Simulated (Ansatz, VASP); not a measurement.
**One calculation of Cu, two programs**

```
Cu
1.0
     2.18424    0.00000    0.00000
    -1.09212    1.89161    0.00000
     0.00000    0.00000    3.58590
Cu
2
Direct
  0.33333 0.66667 0.25000
  0.66667 0.33333 0.75000
```

Change from the starting cell: volume scaled by 0.68, LAPW.

Alike in both runs: task single point; functional LDA; k mesh 17 × 17 × 10; occupations fermi-dirac, width 0.1 eV; no spin polarisation.

|  | VASP | Ansatz |
| --- | --- | --- |
| version | VASP 6.6.1 | Ansatz 0.2.0 |
| potentials or method | VASP PAW LDA potentials, release 64 (Cu), cutoff 520 eV | all-electron LAPW, scalar-relativistic |

VASP gave:

```
pressure (GPa) : 189.5
```

Q: Estimate Ansatz's values.

A: Pressure (GPa): 187.6.

Ansatz ran all-electron here, so the differences hold the error of VASP's frozen core and of both bases.

Caveats: the cell as given lies far from equilibrium; so large a pressure means that the cell lies far from this level's equilibrium, or that cutoff or potentials fall short (VASP).
